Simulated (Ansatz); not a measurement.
# Gd (P6_3/mmc) in Ansatz: relaxation of cell and atoms with RPBE+D4

Aim: the relaxation of cell and atoms of Gd with RPBE+D4.

All numbers are computed with Ansatz 0.2.0; they aren't measurements. Logs are shortened: lines on timing, memory, paths and dates and some standing lists are left out, and cuts for length are marked.

### 1 The structure

The structure is hexagonal, space group P6_3/mmc (No. 194). Conventional cell: a = 3.636 Å, b = 3.636 Å, c = 5.783 Å, α = 90.00°, β = 90.00°, γ = 120.00°. Around Gd (site symmetry -6m2) lie 12 Gd at 3.57 to 3.64 Å.

### 2 Relaxation of cell and atoms, RPBE+D4, collinear spin, ferromagnetic start

Input file input.yaml:

```yaml
crystal:
  lattice:
    - [3.636, 0.0, 0.0]
    - [-1.818, 3.1488683682, 0.0]
    - [0.0, 0.0, 5.7826]
  atoms:
    - { symbol: Gd, position: [0.6666666667, 0.3333333333, 0.75], spin: 7.0 }
    - { symbol: Gd, position: [0.3333333333, 0.6666666667, 0.25], spin: 7.0 }
hamiltonian:
  xc: rpbe
  pseudopotentials: { kind: paw }
  dispersion: d4
magnetization:
  spin_polarized: true
kpoints:
  mp_grid: { grid: [8, 8, 5] }
scf:
  occupations: { method: fermi_dirac, width: 0.05 }
output:
  forces: true
  stress: true
relax:
  f_tol: 0.01
  max_steps: 40
  cell: { stress_tol: 0.05 }
```

Potentials or basis: Ansatz PAW.

The run is started by

```sh
$ ansatz run input.yaml --threads 2 --pin off --max-ram 5632MiB --backend cpu --events-out ev --progress --plain --runs-dir out
```

The log of the run:

```text
Warning: RAYON_NUM_THREADS=2 ignored (pool sized by the plan → 2); use --threads N
Engine: ansatz 0.2.0, x86_64-unknown-linux-gnu
Pseudopotentials: kind: paw
Pseudopotential: Gd, paw, valence charge 18, recommended cutoff 420 eV (normal), Gd.paw.azcp
Functional definition: RPBE
  parameter kappa = 0.804
  parameter beta = 0.06672455060314922
  exchange = rpbe_x(kappa = kappa, mu = beta*pi^2/3)
  correlation = pbe_c(beta = beta)
Crystal: 2 atoms, lattice volume = 66.207 Å³
Basis set: ecut = 420 eV, 1291 PW (Γ), exchange–correlation on 50×50×80 points (8 copies of the dense FFT grid, shifted against one another)
Bands: 30, of which v1, the nominal top of the filled ones, is band 18 counted from 1 (17 counted from 0)
Symmetry: 24 space group operations
Space group: P63/mmc (ITA 194), of the structure as read, at distance tolerance 4.0e-5 Å
Magnetic group: BNS 194.263 (UNI 1493), of the structure as read, at distance tolerance 4.0e-5 Å
k-points: 30 of 320
Non-local potential: Gd, projectors of the file, l = 0: 3, l = 1: 2, l = 2: 2, l = 3: 3
PAW form: soft (Blöchl's): semilocal exchange-correlation on the pseudo side does not see the compensation charge
PAW frozen core: Gd, regenerated for the run's functional, and the local potential with it (the file was generated under x = pbe(κ = 0.804, μ = 0.2195149727645171), c = pbe(β = 0.06672455060314922))
PAW one-centre angular grid: Gd, 590 points (default); XC on 64 Gauss nodes
Initial density: superposition of atomic densities (chi_scale 0.1, normalization cell)
Starting moments: Σ|m| = 14 μB on 2 of 2 sites
Initial wavefunctions: pseudopotential atomic-orbital guess
Functional: x = rpbe, c = pbe(β = 0.06672455060314922)
iter 1 solved again at ethr=1.03e-3 eV; its pass at ethr=3.10e-3 eV (dr2=3.71e-1 eV) is discarded
SCF iter   1: F=—  HF=-18686.761882 eV  |F-HF|=—  |Δ(HF+E_count)|=         —  Δρ=2.93e-2 (↑9.05e-3 ↓2.93e-2)  dr2=3.66e-1  dr2_m=2.01e-1  M=14.409 μB ∫|m|=14.409 μB  β_m=0.30  ethr=1.03e-3  ⟨swp⟩=1.0  Hψ=8417  notcnv=0
Mixer restart at iter 1: flushing history
preconditioner: auto → Kerker (q_TF=auto, 2.465 Å⁻¹)  [metal: Δε(μ)=0.017 eV  Ē_g=11.144 eV  σ=0.050 eV  W_gap=0.09  n_scr=22 (ndim 8)  ℏωp=25.8 eV  f_vac=0.000  D(μ)=7.31/eV (n_scr^D=98)]
spin=Collinear: Kerker preconditioning applied to the charge; magnetization (m = ρ↑ − ρ↓) channel mixes plain (no charge-response kernel on spin).
SCF iter   2: F=—  HF=-18686.900705 eV  |F-HF|=—  |Δ(HF+E_count)|=   1.39e-1  Δρ=2.47e-2 (↑7.99e-3 ↓2.47e-2)  dr2=2.73e-1  dr2_m=1.45e-1  M=14.507 μB ∫|m|=14.507 μB  β_m=0.38  ethr=1.02e-3  ⟨swp⟩=1.8  Hψ=2074  notcnv=0
SCF iter   3: F=—  HF=-18687.187395 eV  |F-HF|=—  |Δ(HF+E_count)|=   2.87e-1  Δρ=1.18e-2 (↑3.61e-3 ↓1.18e-2)  dr2=9.17e-2  dr2_m=2.78e-2  M=14.914 μB ∫|m|=14.914 μB  β_m=0.57  ethr=7.58e-4  ⟨swp⟩=3.2  Hψ=4100  notcnv=0  defer=2
SCF iter   4: F=—  HF=-18687.276716 eV  |F-HF|=—  |Δ(HF+E_count)|=   8.93e-2  Δρ=2.79e-3 (↑1.57e-3 ↓2.79e-3)  dr2=5.47e-3  dr2_m=1.33e-3  M=15.193 μB ∫|m|=15.193 μB  β_m=0.78  ethr=2.55e-4  ⟨swp⟩=3.1  Hψ=4315  notcnv=0  defer=1
SCF iter   5: F=—  HF=-18687.285448 eV  |F-HF|=—  |Δ(HF+E_count)|=   8.73e-3  Δρ=9.08e-4 (↑5.95e-4 ↓9.08e-4)  dr2=1.08e-3  dr2_m=1.91e-4  M=15.248 μB ∫|m|=15.248 μB  β_m=0.84  ethr=1.52e-5  ⟨swp⟩=2.4  Hψ=3879  notcnv=0  defer=1
SCF iter   6: F=—  HF=-18687.286418 eV  |F-HF|=—  |Δ(HF+E_count)|=   9.70e-4  Δρ=2.90e-4 (↑2.66e-4 ↓2.90e-4)  dr2=6.68e-5  dr2_m=3.33e-5  M=15.270 μB ∫|m|=15.270 μB  β_m=0.92  ethr=3.00e-6  ⟨swp⟩=2.0  Hψ=3362  notcnv=0  defer=1
SCF iter   7: F=—  HF=-18687.286666 eV  |F-HF|=—  |Δ(HF+E_count)|=   2.48e-4  Δρ=1.32e-4 (↑7.87e-5 ↓1.32e-4)  dr2=1.80e-5  dr2_m=4.80e-6  M=15.286 μB ∫|m|=15.286 μB  β_m=0.96  ethr=1.86e-7  ⟨swp⟩=2.4  Hψ=3005  notcnv=0  defer=1
SCF iter   8: F=—  HF=-18687.286688 eV  |F-HF|=—  |Δ(HF+E_count)|=   2.25e-5  Δρ=7.32e-5 (↑2.65e-5 ↓7.32e-5)  dr2=5.72e-6  dr2_m=1.22e-6  M=15.287 μB ∫|m|=15.287 μB  β_m=0.98  ethr=5.01e-8  ⟨swp⟩=2.5  Hψ=2967  notcnv=0  defer=1
SCF iter   9: F=—  HF=-18687.286703 eV  |F-HF|=—  |Δ(HF+E_count)|=   1.51e-5  Δρ=1.95e-5 (↑8.27e-6 ↓1.95e-5)  dr2=5.91e-7  dr2_m=4.46e-8  M=15.291 μB ∫|m|=15.291 μB  β_m=0.99  ethr=1.59e-8  ⟨swp⟩=2.9  Hψ=3152  notcnv=0  defer=1
SCF iter  10: F=—  HF=-18687.286704 eV  |F-HF|=—  |Δ(HF+E_count)|=   8.44e-7  Δρ=5.75e-6 (↑2.00e-6 ↓5.75e-6)  dr2=1.38e-8  dr2_m=7.68e-9  M=15.292 μB ∫|m|=15.292 μB  β_m=0.98  ethr=1.64e-9  ⟨swp⟩=2.6  Hψ=2979  notcnv=0  defer=1
SCF iter  11: F=-18687.286704 eV  HF=-18687.286704 eV  |F-HF|=7.96e-9  |Δ(HF+E_count)|=   5.27e-8  Δρ=4.95e-6 (↑8.93e-7 ↓4.95e-6)  dr2=1.20e-8  dr2_m=4.24e-9  M=15.292 μB ∫|m|=15.292 μB  ethr=3.84e-11  ⟨swp⟩=2.9  Hψ=6575  notcnv=0
SCF 1 converged in 11 iterations: F = -18687.286704 eV  dr2 = 1.20e-8
relax step   1: F+E_penalty+E_count = -18687.28670423 eV  Δ(F+E_penalty+E_count) = +0.000e0 eV  max|allowed force component| = 3.816e-17 eV/Å  Δτ_max = 0.0000 Å  P = +0.217 GPa  Ω = 66.207 Å³  (11 SCF iters, dr2 threshold 1.00e-7 eV, accepted)
[... 23 lines left out ...]
SCF iter   4: F=—  HF=-18687.287291 eV  |F-HF|=—  |Δ(HF+E_count)|=   3.85e-7  Δρ=7.84e-6 (↑7.04e-6 ↓7.84e-6)  dr2=3.31e-8  dr2_m=2.54e-8  M=15.301 μB ∫|m|=15.301 μB  β_m=0.78  ethr=8.27e-10  ⟨swp⟩=2.0  Hψ=3070  notcnv=0
SCF iter   5: F=—  HF=-18687.287291 eV  |F-HF|=—  |Δ(HF+E_count)|=   1.67e-7  Δρ=4.32e-6 (↑2.45e-6 ↓4.32e-6)  dr2=9.13e-9  dr2_m=5.70e-9  M=15.301 μB ∫|m|=15.301 μB  β_m=0.89  ethr=9.20e-11  ⟨swp⟩=2.0  Hψ=3070  notcnv=0
SCF iter   6: F=-18687.287291 eV  HF=-18687.287291 eV  |F-HF|=7.77e-9  |Δ(HF+E_count)|=   6.09e-8  Δρ=3.95e-6 (↑9.04e-7 ↓3.95e-6)  dr2=1.09e-8  dr2_m=2.72e-9  M=15.302 μB ∫|m|=15.302 μB  ethr=2.54e-11  ⟨swp⟩=3.0  Hψ=6828  notcnv=0
SCF 3 converged in 6 iterations: F = -18687.287291 eV  dr2 = 1.09e-8
relax step   3: F+E_penalty+E_count = -18687.28729099 eV  Δ(F+E_penalty+E_count) = -2.232e-5 eV  max|allowed force component| = 2.920e-17 eV/Å  Δτ_max = 0.0000 Å  P = +0.000 GPa  Ω = 66.636 Å³  energy of the carried Pulay correction = -8.159e-5 eV  (6 SCF iters, dr2 threshold 2.64e-8 eV, accepted)
Initial wavefunctions: pseudopotential atomic-orbital guess (no wavefunctions were taken with the density)
iter 1 solved again at ethr=5.29e-8 eV; its pass at ethr=3.10e-3 eV (dr2=1.90e-5 eV) is discarded
SCF iter   1: F=—  HF=-18687.287379 eV  |F-HF|=—  |Δ(HF+E_count)|=         —  Δρ=7.47e-6 (↑3.33e-6 ↓7.47e-6)  dr2=5.36e-9  dr2_m=1.63e-8  M=15.302 μB ∫|m|=15.302 μB  β_m=0.65  ethr=5.29e-8  ⟨swp⟩=3.8  Hψ=12008  notcnv=0
preconditioner: auto → Kerker (q_TF=auto, 2.462 Å⁻¹)  [metal: Δε(μ)=0.028 eV  Ē_g=11.529 eV  σ=0.050 eV  W_gap=0.14  n_scr=22 (ndim 8)  ℏωp=25.7 eV  f_vac=0.000  D(μ)=3.27/eV (n_scr^D=34)]
spin=Collinear: Kerker preconditioning applied to the charge; magnetization (m = ρ↑ − ρ↓) channel mixes plain (no charge-response kernel on spin).
SCF iter   2: F=—  HF=-18687.287379 eV  |F-HF|=—  |Δ(HF+E_count)|=   6.02e-7  Δρ=3.26e-6 (↑1.48e-6 ↓3.26e-6)  dr2=3.27e-9  dr2_m=2.84e-9  M=15.302 μB ∫|m|=15.302 μB  β_m=0.65  ethr=1.49e-11  ⟨swp⟩=3.5  Hψ=4213  notcnv=0
SCF iter   3: F=—  HF=-18687.287379 eV  |F-HF|=—  |Δ(HF+E_count)|=   1.00e-8  Δρ=8.28e-7 (↑5.41e-7 ↓8.28e-7)  dr2=6.16e-10  dr2_m=2.04e-10  M=15.302 μB ∫|m|=15.302 μB  β_m=0.59  ethr=9.09e-12  ⟨swp⟩=2.0  Hψ=3063  notcnv=0
SCF iter   4: F=—  HF=-18687.287379 eV  |F-HF|=—  |Δ(HF+E_count)|=  3.86e-10  Δρ=6.63e-7 (↑2.77e-7 ↓6.63e-7)  dr2=4.13e-10  dr2_m=1.10e-10  M=15.302 μB ∫|m|=15.302 μB  β_m=0.80  ethr=1.71e-12  ⟨swp⟩=2.5  Hψ=3031  notcnv=0
SCF iter   5: F=—  HF=-18687.287379 eV  |F-HF|=—  |Δ(HF+E_count)|=   1.12e-9  Δρ=1.81e-7 (↑7.43e-8 ↓1.81e-7)  dr2=3.78e-11  dr2_m=6.65e-12  M=15.302 μB ∫|m|=15.302 μB  β_m=0.90  ethr=1.15e-12  ⟨swp⟩=2.4  Hψ=2959  notcnv=0
SCF iter   6: F=-18687.287379 eV  HF=-18687.287379 eV  |F-HF|=1.46e-11  |Δ(HF+E_count)|=  8.37e-11  Δρ=1.56e-7 (↑1.74e-8 ↓1.56e-7)  dr2=1.69e-11  dr2_m=3.93e-12  M=15.302 μB ∫|m|=15.302 μB  ethr=1.00e-12  ⟨swp⟩=5.5  Hψ=8290  notcnv=0
SCF 4 converged in 6 iterations: F = -18687.287379 eV  dr2 = 1.69e-11
relax step   4: F+E_penalty+E_count = -18687.28737934 eV  Δ(F+E_penalty+E_count) = -8.835e-5 eV  max|allowed force component| = 2.862e-17 eV/Å  Δτ_max = 0.0000 Å  P = +0.002 GPa  Ω = 66.636 Å³  stress off target by 5.25e-3 GPa  SCF on the basis re-selected at this cell (its energy is not comparable with the rows above)  (6 SCF iters)
basis re-selected at this cell: Δ(F+E_penalty+E_count) = -8.835e-5 eV, ΔP = +0.002 GPa vs the last step (what re-selecting the basis moved, of the pressure what is left beyond the Pulay correction that the steps carried, after the strain that the cell walked since its last selection, with what the two solves' SCF thresholds leave and, on support functions, any second-order correction that the steps lacked; it is no measure of the basis error at this ecutwfc). This SCF's stress stands 5.25e-3 GPa from its target on what of the cell is left free (relax.cell.stress_tol is 5.00e-2 GPa) and its largest allowed force component is 2.86e-17 eV/Å (relax.f_tol is 1.00e-2 eV/Å): within both
SCF converged after 6 iterations
Magnetization: 15.3017 μB (25.6509 up, 10.3491 down)
Absolute magnetization: 15.3017 μB (∫|ρ↑−ρ↓|, with the PAW one-centre terms)
Spin contamination: 0.0220 ħ² per cell (⟨S²⟩ above its minimum at these occupations)
Per-site moments (μB) at R_I (Å): [(7.362325805173785, 1.4802831803561132), (7.362325805173786, 1.4802831803561132)]
Free energy (F): -18687.287379 eV
Harris-Foulkes:  -18687.287379 eV  (|F-HF|=1.46e-11)
Internal energy: -18687.259247 eV  (E = F + TS)
E sigma→0 (E₀):  -18687.273313 eV
Entropy (-TS):   -0.028132 eV (-14.066 meV/atom)
Fermi energy:    12.262760 eV
--- Per-component energies (eV) ---
  E_band       = -65.593060
  E_kinetic    = 804.825914
  E_local      = -4251.288367  (includes V_loc(G=0)·N_el)
  E_nonlocal   = 577.037715
  E_hartree    = 1757.399754
  E_xc         = -466.804272
  E_vxc        = -504.872607  (∫ρ·V_xc dr)
  E_paw        = -12919.951752  (= ΣΔE_a)
  E_vpaw       = -206.094929  (= ΣTr[D̂ρ^β])
  E_aug_tail   = 0.000000  (compensation charges beyond the density's cutoff)
  E_ewald      = -4187.289583
  E_disp       = -0.918941  (pairwise vdW)
  E_core_change = -0.269715  (= ΣΔE_core)
  E_smearing   = -0.028132  (= −TS)
  E_closure    = -0.000000  (closes the sum)
  Σ components = -18687.287379   (vs F -18687.287379, Δ=0.00e0)
--- Forces (eV/Å), atoms counted from 1 ---
  atom   1  Gd     0.00000000     0.00000000    -0.00000000
  atom   2  Gd    -0.00000000    -0.00000000     0.00000000
  max |Σ_I F_I| component: 6.94e-18 eV/Å
--- Stress (GPa, compression-positive) ---
        0.000151       0.000000      -0.000000
        0.000000       0.000151       0.000000
       -0.000000       0.000000       0.005255
  P = ⅓ Tr σ = 0.0019 GPa (0.019 kbar)
--- Relaxed structure (3 steps of the walk, 3 accepted, 1 SCFs on fresh bases) ---
  F+E_penalty+E_count = -18687.28737934 eV   max|allowed force component| = 2.862e-17 eV/Å   (the final SCF, on the basis selected at the relaxed cell)
  cell:  # Å, volume = 66.6358 Å³
    - [3.635620873963103, 0.0, 0.0]
    - [-1.8178104369815515, 3.1485400353810307, 0.0]
    - [0.0, 0.0, 5.821301491390733]
  atoms:
    - { symbol: Gd, position: [0.6666666666666667, 0.3333333333333334, 0.7500000000000001] }
    - { symbol: Gd, position: [0.3333333333333334, 0.6666666666666669, 0.25000000000000006] }
```

Run time: 23 s. Hardware: 2 threads of Intel Xeon at 2.50GHz (Skylake/Cascade Lake), shared host; peak memory 0.44 GiB.

Results:

| Property | Result |
| --- | --- |
| Free energy | -18687.2874 eV |
| Relaxed volume | 33.32 Å³/atom |
| Relaxed cell | a = 3.636 Å, b = 3.636 Å, c = 5.821 Å, α = 90.00°, β = 90.00°, γ = 120.00° |
| Space group after relaxing (to 0.05 Å) | P6_3/mmc (No. 194) |
| Energy gained by relaxing | 0.3 meV/atom |
| Ionic steps | 4 |
| Pressure after relaxing | 0.0 GPa |
| Net moment | 15.30 μB per cell |
| Absolute moment | 15.30 μB per cell |
| Site moments | Gd +7.36 μB |

Step by step:
| step | energy change (eV) | largest force (eV/Å) | volume (Å³) |
| --- | --- | --- | --- |
| 1 | 0.0000 | 0.0000 | 66.21 |
| 2 | -0.0006 | 0.0000 | 66.57 |
| 3 | -0.0006 | 0.0000 | 66.64 |
| 4 | -0.0007 | 0.0000 | 66.64 |

Final structure:
```xyz
2
Lattice="3.6356 0.0000 0.0000 -1.8178 3.1485 0.0000 0.0000 0.0000 5.8213" Properties=species:S:1:pos:R:3 pbc="T T T"
Gd    1.8178    1.0495    4.3660
Gd    0.0000    2.0990    1.4553
```

Caveat: the plane-wave basis is chosen anew once the cell has moved, so the energies of steps on either side of that aren't comparable; spin-orbit coupling is left out, which moves the levels of the heavy elements; the PAW data sets come from PBE, with cores solved anew for the run's functional, which leaves a small shift of forces and pressure. Zero-point motion and thermal expansion aren't in these numbers.
